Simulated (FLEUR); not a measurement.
# Al (P6_3/mmc) in FLEUR: notebook, part 2 of 2

FLEUR MaX-R8.1 (later development tree). The steps go on from the part before.

## (6) Equation of state, r2SCAN, 16.53 Å³/atom (volume scaled by 1.04)

File inp.xml:

```xml
<?xml version="1.0" encoding="UTF-8" standalone="no"?>
<fleurInput fleurInputVersion="0.39">
   <comment>
      Al                                                                                                  
   </comment>
   <calculationSetup>
      <cutoffs Kmax="4.1" Gmax="12.7" GmaxXC="12.7" numbands="0"/>
      <scfLoop itmax="80" minDistance="0.0001" maxIterBroyd="30" imix="Anderson" alpha="0.05" precondParam="0.0" spinf="2.0" sdNocoIR="T"/>
      <coreElectrons ctail="F" frcor="F" kcrel="0" coretail_lmax="0"/>
      <xcFunctional name="LibXC" relativisticCorrections="F">
         <LibXCName exchange="mgga_x_r2scan" correlation="mgga_c_r2scan"/>
         <AuxGGA exchange="117" correlation="130"/>
      </xcFunctional>
      <magnetism jspins="1"/>
      <soc l_soc="F" theta="0.0" phi="0.0" spav="F"/>
      <expertModes spex="0" secvar="F"/>
      <geometryOptimization l_f="F" forcealpha="1.0" forcemix="BFGS" epsdisp="0.00001" epsforce="0.00001"/>
      <ldaU l_linMix="F" mixParam="0.05" spinf="1.0"/>
   </calculationSetup>
   <cell>
      <bzIntegration valenceElectrons="44.0" mode="hist" fermiSmearingEnergy="0.00183747">
         <kPointListSelection listName="default-1"/>
         <!-- k-points included here -->
         <xi:include xmlns:xi="http://www.w3.org/2001/XInclude" href="kpts.xml"> </xi:include>
      </bzIntegration>
      <!-- symmetry operations included here -->
      <xi:include xmlns:xi="http://www.w3.org/2001/XInclude" href="sym.xml"> </xi:include>
      <bulkLattice scale="1.0131594038">
         <bravaisMatrix>
            <row-1>    5.3424013088871662     0.0000000000000000     0.0000000000000000</row-1>
            <row-2>   -2.6712006544435831     4.6266552506838732     0.0000000000000000</row-2>
            <row-3>    0.0000000000000000     0.0000000000000000    17.3590110847735559</row-3>
         </bravaisMatrix>
      </bulkLattice>
   </cell>
   <atomSpecies>
      <species name="Aluminum (Al)" element="Al" atomicNumber="13">
         <mtSphere radius="2.39" gridPoints="817" logIncrement="0.014"/>
         <atomicCutoffs lmax="10" lnonsphr="10"/>
         <electronConfig flipSpins="F">
            <coreConfig>(1s1/2)</coreConfig>
            <valenceConfig>(2s1/2) (2p1/2) (2p3/2) (3s1/2) (3p1/2) (3p3/2)</valenceConfig>
            <stateOccupation state="(3p1/2)" spinUp="0.166667" spinDown="0.166667"/>
            <stateOccupation state="(3p3/2)" spinUp="0.333333" spinDown="0.333333"/>
         </electronConfig>
         <energyParameters s="3" p="3" d="3" f="4"/>
         <lo type="SCLO" l="0" n="2" eDeriv="0"/>
         <lo type="SCLO" l="1" n="2" eDeriv="0"/>
         <lo type="SCLO" l="2" n="3" eDeriv="2"/>
         <lo type="SCLO" l="3" n="4" eDeriv="2"/>
      </species>
   </atomSpecies>
   <atomGroups>
      <atomGroup species="Aluminum (Al)">
         <relPos label="                   1">-1.000/3.000 1.000/3.000 -1.000/4.000</relPos>
         <relPos label="                   3">1.000/3.000 -1.000/3.000 1.000/4.000</relPos>
         <force calculate="T" relaxXYZ="TTT"/>
      </atomGroup>
      <atomGroup species="Aluminum (Al)">
         <relPos label="                   2">.0000000000 .0000000000 1.000/2.000</relPos>
         <relPos label="                   4">.0000000000 .0000000000 .0000000000</relPos>
         <force calculate="T" relaxXYZ="TTT"/>
      </atomGroup>
   </atomGroups>
   <output dos="F" band="F" slice="F">
      <checks vchk="F" cdinf="F"/>
      <bandDOS minEnergy="-.5*Htr" maxEnergy="0.5*Htr" sigma="0.015" storeEVData="T"/>
      <vacuumDOS vacdos="F" integ="F" star="F" nstars="0" locx1="0.0" locy1="0.0" locx2="0.0" locy2="0.0" nstm="0" tworkf="0.0"/>
      <unfoldingBand unfoldBand="F" supercellX="1" supercellY="1" supercellZ="1"/>
      <plotting iplot="0" polar="F">
         <plot TwoD="T" vec1="  1.0  0.0  0.0" vec2="  0.0  1.0  0.0" vec3="  0.0  0.0  1.0" zero="  0.0  0.0  0.0" file="plot"/>
      </plotting>
      <chargeDensitySlicing numkpt="0" minEigenval="0.0" maxEigenval="0.0" nnne="0" pallst="F"/>
      <specialOutput eonly="F"/>
      <moessbauerParams electricFieldGradient="T" isomerShift="T" coreHyperfine="T" valenceHyperfine="T"/>
      <magneticCircularDichroism mcd="F" energyLo="-10.0" energyUp="0.0"/>
   </output>
  <!-- We include the file relax.xml here to enable relaxations (see documentation) -->
  <xi:include xmlns:xi="http://www.w3.org/2001/XInclude" href="relax.xml"> <xi:fallback/> </xi:include>
</fleurInput>
```

Potentials or basis: all-electron, FLAPW.

Launch:

```
$ inpgen -f crystal.txt -profile fastHighL
$ # inp.xml edited to the form shown
$ fleur_MPI
```

Run time: 80 s. Hardware: 1 thread of Arm Neoverse V2, shared host; peak memory 0.1 GiB.

The run converged. Its results:

```yaml
Free_energy: -26441.1875 eV
Band_gap_on_the_k_mesh: none (metal or under the smearing width)
Valence_electrons_inside_the_program's_atomic_spheres: Al 9.55 (radii Al 2.39 bohr)
```

Caveat: the meta-GGA is that of a development version, with a GGA for the radial functions and cores and without core tails.

## (7) Equation of state, r2SCAN, 16.85 Å³/atom (volume scaled by 1.06)

Changes to inp.xml since step 6:

```diff
@@ -27,3 +27,3 @@
       <xi:include xmlns:xi="http://www.w3.org/2001/XInclude" href="sym.xml"> </xi:include>
-      <bulkLattice scale="1.0131594038">
+      <bulkLattice scale="1.0196128224">
          <bravaisMatrix>
```

Launch:

```
$ inpgen -f crystal.txt -profile fastHighL
$ # inp.xml edited to the form shown
$ fleur_MPI
```

It took 76 s on 1 thread of Arm Neoverse V2, shared host; peak memory 0.1 GiB.

Results (log left out):

```yaml
Free_energy: -26441.1605 eV
Band_gap_on_the_k_mesh: none (metal or under the smearing width)
Valence_electrons_inside_the_program's_atomic_spheres: Al 9.53 (radii Al 2.39 bohr)
```

Caveat: the meta-GGA is that of a development version, with a GGA for the radial functions and cores and without core tails.

## (8) Equation of state, r2SCAN

Potentials or basis: all-electron, FLAPW.

This step only gathers the single runs of the series.

What came out:

- Equilibrium volume: 16.00 Å³/atom
- Bulk modulus at fixed shape and positions: 89 GPa

Energy against volume, from the lowest point:
```
volume (Å³/atom)  energy (meV/atom)
          14.942              22.11
          15.260              10.34
          15.895               0.00
          16.531               4.38
          16.849              11.13
```

Caveat: the meta-GGA is that of a development version, with a GGA for the radial functions and cores and without core tails; the cell was scaled at fixed shape and fractional positions, which overstates the stiffness of a crystal with free parameters, most of all of layers and chains.
